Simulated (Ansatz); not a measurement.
# Lower states of Co: further starts and searches, part 3 of 3

Plain starts of Co have been run. Do the further runs listed below go lower? The cell (2 atoms) is Co in the measured crystal structure (space group Fm-3m, primitive cell doubled). Source: COD entry 9011626, which need not be the ambient phase.

Ansatz 0.2.0; DFT HSE06, PAW, plane waves, scalar-relativistic. Earlier steps stand in the parts before.

### Step 4. The moments typed in its input, standard search level

input.yaml

```yaml
crystal:
  lattice:
    - [0.0, 3.647, 3.647]
    - [1.8235, 0.0, 1.8235]
    - [1.8235, 1.8235, 0.0]
  atoms:
    - { symbol: Co, position: [0.0, 0.0, 0.0], spin: 3.0 }
    - { symbol: Co, position: [0.5, 0.0, 0.0], spin: 3.0 }
magnetization:
  spin_polarized: true
hamiltonian:
  xc: hse06
  pseudopotentials: { kind: paw }
basis:
  ecutwfc: 420
kpoints:
  mp_grid: { grid: [3, 6, 6] }
scf:
  occupations: { method: gaussian, width: 0.1 }
  lower_state_search: standard
output:
  forces: true
  stress: true
```

On the command line:

```
ansatz run input.yaml --threads 4 --pin off --max-ram 10240MiB --backend cpu --events-out ev --progress --plain --runs-dir out
```

The program printed (excerpt; [...] marks lines left out):

```text
[... 2 lines as in an earlier run ...]
the run goes by scf.lower_state_search standard: where its kind and settings allow, a search for a lower-energy state can add stability tests and further SCF calculations, which can take several times, in some runs tens of times, as long as the SCF (see the manual's entry of the key); [...]
[... 11 lines as in an earlier run ...]
Symmetry: 24 space group operations
[...]
Absolute magnetization: 4.8211 μB (∫|ρ↑−ρ↓|, with the PAW one-centre terms)
Spin contamination: 0.2281 ħ² per cell (⟨S²⟩ above its minimum at these occupations)
Per-site moments (μB) at R_I (Å): [(2.2042649142496895, 1.0637626027822773), (2.2042649142496895, 1.0637626027822773)]
Free energy (F): -10248.302825 eV
Frozen-core exchange: fock
[...]
E sigma→0 (E₀):  -10248.300804 eV
Entropy (-TS):   -0.004042 eV (-2.021 meV/atom)
Fermi energy:    16.450022 eV
[... 32 lines left out: energy terms, forces, stress, bands ...]
```

Wall time 13 s (4 threads of Intel Xeon Platinum 8488C (Sapphire Rapids), shared host); peak memory 0.61 GiB.

This is the state of step 1 again (ferromagnetic), after 45 iterations.

Under exact exchange the program makes no test for lower states, so this run searched nothing.

### Step 5. All ends together

| step | iterations | state | moments of Co1 Co2 (μB) | total (μB) | gap (eV) | pressure (GPa) | above lowest (meV/atom) |
| --- | --- | --- | --- | --- | --- | --- | --- |
| 1 | 62 | 2 | 2.20 2.20 | 4.11 | none | -10.7 | 46.9 |
| 2 | 105 | 3 | 2.28 -2.19 | 0.11 | none | -3.2 | 258 |
| 3 | 206 | 1 | 2.11 1.95 | 3.73 | none | -9.8 | 0.0 |
| 4 | 45 | 2 | 2.20 2.20 | 4.11 | none | -10.7 | 46.9 |

States are numbered from the lowest. Starts by step: 2 opposed moments +-, default search level; 3 the moments typed in its input, symmetry off, plain SCF; 4 the moments typed in its input, standard search level. Step 1 is the best of the earlier plain starts.

The 3 runs of this session took 2.4 min in all, from 13 s to 1.8 min each.

Decimal logarithm of the largest residual (eV) by iteration, counted through all cycles of a run:

| iteration | step 2 | step 3 | step 4 |
| --- | --- | --- | --- |
| 1 | 0.3 | 0.3 | 0.3 |
| 2 | 0.1 | 0.1 | 0.1 |
| 3 | -0.1 | 0.0 | -0.1 |
| 4 | -0.2 | -1.8 | -0.2 |
| 5 | -0.4 | -0.5 | -0.5 |
| 20 | -5.5 | -1.0 | -1.5 |
| 38 | -0.8 | -5.1 | -6.3 |
| 57 | -8.3 | -4.2 | - |
| 76 | -4.2 | -2.6 | - |
| 94 | -5.1 | -5.9 | - |
| 113 | - | -1.9 | - |
| 131 | - | -5.6 | - |
| 150 | - | -3.0 | - |
| 169 | - | -4.9 | - |
| 187 | - | -9.9 | - |
| 206 | - | -9.9 | - |

### Step 6. Summary of results

What follows sums up all 3 parts.

```
         quantity                                                      value
  distinct states  3 from 4 converged runs, the best start of step 1 counted
     lowest state                                              ferromagnetic
      its moments                                      Co1 2.11, Co2 1.95 μB
     total moment                                           3.73 μB per cell
gap on the k-mesh                                                       none
         pressure                                                   -9.8 GPa
    largest force                                                 0.000 eV/Å
       next state                        ferromagnetic, 46.9 meV/atom higher
    highest state                         ferrimagnetic, 258 meV/atom higher
```

What this shows: The new runs go 46.9 meV/atom below the best plain start. 4 runs converged, to 3 different states. The best ferrimagnetic state lies 258 meV/atom above the best ferromagnetic one; partly filled bands take part, so the difference isn't exchange alone. The lowest state was reached only where the symmetry that the plain starts keep was let go. The search isn't exhaustive: larger magnetic cells and non-collinear orders weren't tried. The mesh is coarse, so energy differences (and at times their sign) aren't converged.
